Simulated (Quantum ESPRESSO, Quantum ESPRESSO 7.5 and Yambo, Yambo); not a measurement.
## Excitons of BaS (Fm-3m) on ever denser meshes

Wanted: excitons and ε₂ of BaS (Fm-3m), with cost.

Calculated with Quantum ESPRESSO 7.5 and Yambo 5.3.0; PBE and many-body steps on it, plane waves.

This is a report of a sequence of runs, with most program output left out.

### Step 1. Starting point

It takes space group Fm-3m (No. 225, cubic). The conventional cell has a = 6.387 Å, b = 6.387 Å, c = 6.387 Å, α = 90.00°, β = 90.00°, γ = 90.00°. Nearest to Ba lie 6 S at 3.19 Å. Nearest to S lie 6 Ba at 3.19 Å. Farther neighbours and most contacts between anions are not listed.

The cell and positions come from the Crystallography Open Database and are kept as given unless a step says otherwise. Spin-orbit coupling is left out unless a step names it.

### Step 2. Empty states on the mesh, 4×4×4 mesh, 155 bands

This step: Quantum ESPRESSO 7.5; DFT, PBE, plane waves, norm-conserving pseudopotentials.

The sums over transitions need many empty states on a uniform mesh; this step solves for them.

File pw.in:

```
&control
  calculation = 'nscf'
  prefix = 'x'
  outdir = 'o'
  pseudo_dir = 'pseudo'
/
&system
  ibrav = 0
  nat = 2
  ntyp = 2
  ecutwfc = 40.0
  nbnd = 155
  force_symmorphic = .true.
/
&electrons
  conv_thr = 1e-9
  electron_maxstep = 80
  diago_full_acc = .true.
  diago_thr_init = 5e-6
/
ATOMIC_SPECIES
  Ba 137.33 Ba.upf
  S 32.06 S.upf
CELL_PARAMETERS angstrom
  -0.0000000000 3.1937500000 3.1937500000
  3.1937500000 -0.0000000000 3.1937500000
  3.1937500000 3.1937500000 -0.0000000000
ATOMIC_POSITIONS crystal
  Ba 0.0000000000 0.0000000000 0.0000000000
  S 0.5000000000 0.5000000000 0.5000000000
K_POINTS automatic
  4 4 4 0 0 0
```

Run with:

```bash
$ OMP_NUM_THREADS=1 mpirun -n 8 pw.x -nk 4 -in pw.in > pw.out
```

Wall time 3.5 s (8 MPI ranks of AMD EPYC 7B13 (Zen 3), shared host); peak memory 0.52 GiB.

Numbers from this step:

```yaml
gap: 2.146 eV
k_of_the_valence_top: 0, 0, 0
k_of_the_conduction_bottom: 0, -0.5, -0.5
least_direct_gap: 2.272 eV
k_points_computed: 8
lowest_point_of_the_top_converged_band_above_the_valence_top: 89.8133 eV
```

On this mesh the gap is 2.146 eV.

The density comes from a self-consistent run that is not shown.

### Step 3. Conversion and set-up

This step: Yambo 5.3.0; conversion and set-up on PBE, plane waves, norm-conserving pseudopotentials.

The states are converted to the many-body program's format and the q mesh is built.

Run with:

```bash
$ (cd o/x.save; p2y > p2y.log; mv SAVE ../..); yambo > setup.log
```

Run time: 2.6 s. Hardware: 1 MPI rank; peak memory 0.24 GiB.

### Step 4. Screening and self-energy, 4×4×4 mesh, 155 bands, screening to 163.3 eV

Now the one-shot GW correction: screening in the RPA, then the self-energy of the levels asked for.

This step: G0W0 on PBE, plane waves, norm-conserving pseudopotentials.

File gw1.in:

```
HF_and_locXC
gw0
dyson
ppa
em1d
rim_cut
RandQpts= 1000000
RandGvec= 1 RL
EXXRLvcs= 40 Ry
VXCRLvcs= 160 Ry
Chimod= "HARTREE"
% BndsRnXp
 1 | 155 |
%
NGsBlkXp= 12 Ry
% LongDrXp
 1 | 1 | 1 |
%
% GbndRnge
 1 | 155 |
%
DysSolver= "n"
ExtendOut
PPAPntXp= 27.21138 eV
% QPkrange
 1 | 1 | 7 | 10 |
 7 | 7 | 7 | 10 |
%
```

Run with:

```bash
$ OMP_NUM_THREADS=1 mpirun -n 8 yambo -F gw1.in -J gw1 -C gw1 > gw1.log
```

The job ended after 57 s (8 MPI ranks; peak memory 2.8 GiB; 7.4 min of CPU time).

Numbers from this step:

* G0W0 gap on the points computed: 3.559 eV
* starting gap on the mesh: 2.146 eV
* k of the valence top: 0, 0, 0
* k of the conduction bottom: 0, -0.5, -0.5
* least direct G0W0 gap on the computed points: 3.703 eV

The gap on the mesh goes from 2.15 eV to 3.56 eV, a correction of +1.41 eV.

The gap opens by 1.412 eV; the next steps shift the empty bands rigidly by 1.431 eV, the correction at the start's least direct gap. The exciton steps add spin-orbit coupling, which this shift does not hold.

### Step 5. Empty states on the mesh, 4×4×4 mesh, 46 bands

This step: Quantum ESPRESSO 7.5; DFT, PBE with spin-orbit coupling, plane waves, norm-conserving pseudopotentials.

Changes to pw.in since step 2:

```diff
@@ -11,4 +11,6 @@
   ecutwfc = 40.0
-  nbnd = 155
+  nbnd = 46
   force_symmorphic = .true.
+  noncolin = .true.
+  lspinorb = .true.
 /
```

Run with:

```bash
$ OMP_NUM_THREADS=1 mpirun -n 8 pw.x -nk 4 -in pw.in > pw.out
```

Run time: 2.5 s. Hardware: 8 MPI ranks; peak memory 0.47 GiB; 18 s of CPU time.

Numbers from this step:

| Quantity | Value |
| --- | --- |
| gap | 2.099 eV |
| k of the valence top | 0, 0, 0 |
| k of the conduction bottom | 0, -0.5, -0.5 |
| least direct gap | 2.189 eV |
| k points computed | 8 |
| lowest point of the top converged band, above the valence top | 16.17 eV |

On this mesh the gap is 2.099 eV.

The density comes from a self-consistent run that is not shown, made with spin-orbit coupling and fully relativistic files.

### Step 6. Conversion and set-up

This step: Yambo 5.3.0; conversion and set-up on PBE with spin-orbit coupling, plane waves, norm-conserving pseudopotentials.

Run with:

```bash
$ (cd o/x.save; p2y > p2y.log; mv SAVE ../..); yambo > setup.log
```

The job ended after 2.9 s (1 MPI rank; peak memory 0.24 GiB).

### Step 7. Excitons

Optical absorption needs the electron-hole interaction, solved here in a basis of vertical transitions on the mesh.

This step: Bethe-Salpeter equation on PBE with a scissors shift with spin-orbit coupling, plane waves, norm-conserving pseudopotentials.

File bse3.in:

```
optics
bss
bse
em1s
dipoles
rim_cut
RandQpts= 1000000
RandGvec= 1 RL
Chimod= "HARTREE"
BSKmod= "SEX"
BSEmod= "resonant"
BSSmod= "d"
BSENGexx= 20 Ry
BSENGBlk= 4 Ry
% BSEQptR
 1 | 1 |
%
% BSEBands
 11 | 18 |
%
% BEnRange
 0 | 6 | eV
%
% BDmRange
 0.1 | 0.1 | eV
%
BEnSteps= 121
% BLongDir
 1 | 0 | 0 |
%
% BndsRnXs
 3 | 46 |
%
NGsBlkXs= 4 Ry
% LongDrXs
 1 | 1 | 1 |
%
% KfnQP_E
 1.431 | 1.0 | 1.0 |
%
WRbsWF
FFTGvecs= 30 Ry
```

Run with:

```bash
$ OMP_NUM_THREADS=2 mpirun -n 4 yambo -F bse3.in -J bse3 -C bse3 > bse3.log
```

The job ended after 7.7 s (4 MPI ranks; peak memory 1.1 GiB; 35 s of CPU time).

Numbers from this step:

- transitions in the window: 768
- direct gap of the transition levels: 3.620 eV
- lowest state: 3.110 eV
- first strong exciton (over a fiftieth of the strongest listed): 3.114 eV
- binding of the lowest state below the direct gap: 0.5100 eV
- Coulomb term of one mesh cell: 0.5404 eV

The binding is 0.94 times the screened Coulomb term of one mesh cell (0.54 eV), so it is not shown settled.

The lowest state lies at 3.110 eV, 0.510 eV under the direct gap.

Lines within 3 meV are set at the lowest of them, and the highest group, which the list may cut short, is left out. Exciton lines, with heights relative to the strongest:

```
position (eV)  lines merged  strength, relative
        3.110             1                 0.0
        3.114             3                  16
        3.120             2                 0.0
        3.123             3                 0.0
        3.133             3                 100
        3.255             5                 0.0
        3.265             4                 0.0
```

The ε₂ has structure finer than the step of the table below, so its rows give means over 0.25 eV, whole bins alone (the curve runs from 0 to 6 eV). Peaks (eV: height): BSE 3.250: 4.35, 4.000: 4.31, 4.950: 6.02, 5.700: 1.91; no electron-hole interaction 3.650: 2.81, 4.400: 3.74, 5.500: 7.03.

Field along x; broadening 0.1 eV; transition window only. Limits: finite bands, cutoff and mesh; exciton not shown settled in the k mesh. ε₂ against photon energy; means over each step:

```
photon energy (eV)     BSE  no electron-hole interaction
              0.25  0.0166                        0.0114
              0.50  0.0192                        0.0128
              0.75  0.0224                        0.0146
              1.00  0.0267                        0.0167
              1.25  0.0324                        0.0194
              1.50  0.0404                        0.0229
              1.75  0.0521                        0.0275
              2.00  0.0707                        0.0338
              2.25   0.103                        0.0429
              2.50   0.173                        0.0572
              2.75   0.384                        0.0819
              3.00    1.79                         0.134
              3.25    3.75                         0.296
              3.50    1.42                          1.40
              3.75    2.16                          2.34
              4.00    3.53                         0.950
              4.25    1.15                          2.11
              4.50    1.96                          2.92
              4.75    2.68                         0.989
              5.00    4.46                          1.78
              5.25    1.22                          1.93
              5.50   0.952                          5.19
              5.75    1.45                          1.90
```

### Step 8. Empty states on the mesh, 6×6×6 mesh, 46 bands

This step: Quantum ESPRESSO 7.5; DFT, PBE with spin-orbit coupling, plane waves, norm-conserving pseudopotentials.

Changes to pw.in since step 5:

```diff
@@ -33,2 +33,2 @@
 K_POINTS automatic
-  4 4 4 0 0 0
+  6 6 6 0 0 0
```

Run with:

```bash
$ OMP_NUM_THREADS=1 mpirun -n 8 pw.x -nk 4 -in pw.in > pw.out
```

Run time: 3.7 s. Hardware: 8 MPI ranks; peak memory 0.47 GiB.

This step gave:

* gap: 2.099 eV
* k of the valence top: 0, 0, 0
* k of the conduction bottom: 0, -0.5, -0.5
* least direct gap: 2.189 eV
* k points computed: 16
* lowest point of the top converged band, above the valence top: 16.15 eV

On this mesh the gap is 2.099 eV.

### Step 9. Conversion and set-up

This step: Yambo 5.3.0; conversion and set-up on PBE with spin-orbit coupling, plane waves, norm-conserving pseudopotentials.

Run with:

```bash
$ (cd o/x.save; p2y > p2y.log; mv SAVE ../..); yambo > setup.log
```

Run time: 3.2 s. Hardware: 1 MPI rank; peak memory 0.24 GiB.

### Step 10. k mesh (6×6×6)

This step: Bethe-Salpeter equation on PBE with a scissors shift with spin-orbit coupling, plane waves, norm-conserving pseudopotentials.

bse5.in, as its differences from bse3.in of step 7:

```diff
@@ -18,3 +18,3 @@
 % BSEBands
- 11 | 18 |
+ 13 | 18 |
 %
```

Run with:

```bash
$ OMP_NUM_THREADS=2 mpirun -n 4 yambo -F bse5.in -J bse5 -C bse5 > bse5.log
```

Wall time 34 s (4 MPI ranks); peak memory 1.5 GiB.

This step gave:

| Item | Value |
| --- | --- |
| transitions in the window | 1728 |
| direct gap of the transition levels | 3.620 eV |
| lowest state | 3.252 eV |
| first strong exciton (over a fiftieth of the strongest listed) | 3.255 eV |
| binding of the lowest state below the direct gap | 0.3672 eV |
| Coulomb term of one mesh cell | 0.3780 eV |

The binding is 0.97 times the screened Coulomb term of one mesh cell (0.38 eV), so it is not shown settled.

The lowest state lies at 3.252 eV, 0.367 eV under the direct gap.

The ε₂ has structure finer than the step of the table below, so its rows give means over 0.2 eV, whole bins alone (the curve runs from 0 to 6 eV). Peaks (eV: height): BSE 3.75: 2.48, 4.20: 3.71, 4.80: 2.49, 5.40: 1.50; no electron-hole interaction 4.00: 1.54, 4.60: 3.38, 5.15: 3.21, 5.70: 2.36.

Field along x; broadening 0.1 eV; transition window only. Limits: finite bands, cutoff and mesh; exciton not shown settled in the k mesh. Table of ε₂ by photon energy; means over each step:

```
photon energy (eV)     BSE  no electron-hole interaction
               0.2  0.0114                       0.00815
               0.4  0.0127                       0.00892
               0.6  0.0142                       0.00980
               0.8  0.0160                        0.0108
               1.0  0.0183                        0.0120
               1.2  0.0210                        0.0135
               1.4  0.0245                        0.0152
               1.6  0.0290                        0.0173
               1.8  0.0351                        0.0199
               2.0  0.0434                        0.0232
               2.2  0.0555                        0.0275
               2.4  0.0744                        0.0333
               2.6   0.107                        0.0415
               2.8   0.176                        0.0539
               3.0   0.389                        0.0750
               3.2    1.43                         0.119
               3.4    2.09                         0.261
               3.6    2.19                         0.814
               3.8    2.05                          1.01
               4.0    1.81                          1.43
               4.2    3.26                          1.11
               4.4    2.12                          1.26
               4.6    1.88                          2.96
               4.8    2.23                          2.29
               5.0    1.04                          2.05
               5.2   0.792                          2.90
               5.4    1.30                          1.56
               5.6   0.577                          1.58
               5.8   0.740                          1.55
```

The window of bands is narrower than in the first exciton run, so this row is not like for like with it.

### Step 11. Empty states on the mesh, 8×8×8 mesh, 46 bands

This step: Quantum ESPRESSO 7.5; DFT, PBE with spin-orbit coupling, plane waves, norm-conserving pseudopotentials.

Changes to pw.in since step 8:

```diff
@@ -33,2 +33,2 @@
 K_POINTS automatic
-  6 6 6 0 0 0
+  8 8 8 0 0 0
```

Run with:

```bash
$ OMP_NUM_THREADS=1 mpirun -n 8 pw.x -nk 4 -in pw.in > pw.out
```

Elapsed: 6.5 s, on 8 MPI ranks; peak memory 0.47 GiB.

This step gave:

* gap: 2.099 eV
* k of the valence top: 0, 0, 0
* k of the conduction bottom: 0, -0.5, -0.5
* least direct gap: 2.189 eV
* k points computed: 29
* lowest point of the top converged band, above the valence top: 15.64 eV

On this mesh the gap is 2.099 eV.

### Step 12. Conversion and set-up

This step: Yambo 5.3.0; conversion and set-up on PBE with spin-orbit coupling, plane waves, norm-conserving pseudopotentials.

Run with:

```bash
$ (cd o/x.save; p2y > p2y.log; mv SAVE ../..); yambo > setup.log
```

Run time: 3.4 s. Hardware: 1 MPI rank; peak memory 0.24 GiB.

### Step 13. k mesh (8×8×8)

This step: Bethe-Salpeter equation on PBE with a scissors shift with spin-orbit coupling, plane waves, norm-conserving pseudopotentials.

bse7.in is the same as bse5.in of step 10.

Run with:

```bash
$ OMP_NUM_THREADS=2 mpirun -n 4 yambo -F bse7.in -J bse7 -C bse7 > bse7.log
```

Wall time 4 min (4 MPI ranks); peak memory 2.3 GiB.

Numbers from this step:

- transitions in the window: 4096
- direct gap of the transition levels: 3.620 eV
- lowest state: 3.325 eV
- first strong exciton (over a fiftieth of the strongest listed): 3.328 eV
- binding of the lowest state below the direct gap: 0.2950 eV
- Coulomb term of one mesh cell: 0.2852 eV

The binding is 1.0 times the screened Coulomb term of one mesh cell (0.29 eV), so it is not shown settled.

The lowest state lies at 3.325 eV, 0.295 eV under the direct gap.

The window of bands is narrower than in the first exciton run, so this row is not like for like with it.

### Step 14. Spectrum in a wider window

File bse8.in:

```
optics
bss
bse
em1s
dipoles
rim_cut
RandQpts= 1000000
RandGvec= 1 RL
Chimod= "HARTREE"
BSKmod= "SEX"
BSEmod= "resonant"
BSSmod= "h"
BSENGexx= 20 Ry
BSENGBlk= 4 Ry
% BSEQptR
 1 | 1 |
%
% BSEBands
 13 | 22 |
%
% BEnRange
 0 | 9 | eV
%
% BDmRange
 0.1 | 0.1 | eV
%
BEnSteps= 181
% BLongDir
 1 | 0 | 0 |
%
% BndsRnXs
 3 | 46 |
%
NGsBlkXs= 4 Ry
% LongDrXs
 1 | 1 | 1 |
%
% KfnQP_E
 1.431 | 1.0 | 1.0 |
%
BSHayTrs= -0.02
FFTGvecs= 30 Ry
```

Run with:

```bash
$ OMP_NUM_THREADS=2 mpirun -n 4 yambo -F bse8.in -J bse8,bse7_W -C bse8 > bse8.log
```

Wall time 1.7 min (4 MPI ranks); peak memory 2.8 GiB; 12 min of CPU time.

Numbers from this step:

```yaml
transitions_in_the_window: 12288
direct_gap_of_the_transition_levels: 3.620 eV
```

### Step 15. The runs together

Times are wall times on 4 MPI ranks of AMD EPYC 7B13 (Zen 3), shared host, good to a factor of about two.

```
                       run   mesh  transitions  broadening (eV)  direct gap (eV)  lowest state (eV)  binding (eV)  mesh cell's term (eV)  tallest peak (eV)  height     time
                  excitons  4×4×4          768              0.1            3.620              3.110         0.510                  0.540               4.95    6.02    7.7 s
            k mesh (6×6×6)  6×6×6         1728              0.1            3.620              3.252         0.367                  0.378               4.20    3.71     34 s
            k mesh (8×8×8)  8×8×8         4096              0.1            3.620              3.325         0.295                  0.285               3.85    2.88    4 min
spectrum in a wider window  8×8×8        12288              0.1            3.620                  -             -                      -               6.50    7.10  1.7 min
```

### Step 16. Summary of results

```
excitons                   : lowest state 3.110 eV (not settled in the k mesh)
k mesh (6×6×6)             : lowest state 3.252 eV (not settled in the k mesh)
k mesh (8×8×8)             : lowest state 3.325 eV (not settled in the k mesh)
spectrum in a wider window : tallest peak 6.5 eV
```

What this shows: On the 4×4×4 mesh the lowest exciton lies at 3.110 eV, 0.510 eV below the direct gap; one cell of the mesh carries a screened Coulomb term of 0.54 eV, so this binding is not shown settled. That state is dark or weak; the first strong one lies at 3.114 eV. Bindings below are those of the lowest state. Between the two densest meshes the binding falls by 0.78 of the fall in the mesh cell's term (the screened Coulomb energy of a charge repeated on the supercell that the mesh stands for). The binding is still 1.0 times that term, so the mesh does not resolve the exciton and no limit can be drawn. k mesh (6×6×6), against «excitons (4×4×4)»: the lowest state moves by +0.143 eV (keys changed: BSEBands, the mesh and the band window). k mesh (8×8×8), against «k mesh (6×6×6)»: the lowest state moves by +0.072 eV. Spectrum in a wider window, against «k mesh (8×8×8)»: the tallest peak goes from 3.85 eV to 6.50 eV (keys changed: BSEBands, BSSmod, BEnRange, BSHayTrs, BEnSteps and the band window). Lines within a few meV of each other can be one level split by numerical noise, or distinct levels. Screening is static and electronic alone, and only transitions inside the band window count.

[Paths, hosts, dates, memory and timing lines, banners, echoed tables and standing remarks are left out of the program output.]

[Logs are printed without paths, hosts, clocks, repeated set-up lines and the standing remarks that a program may print on its own settings, such as how far it seeks lower states.]

[Runs of the session that timed out or met a known fault of the program may be left out.]

[Hosts, paths, dates, database ids (printed as entryN), source tags and the programs' standing remarks are cut or masked in the printed files.]
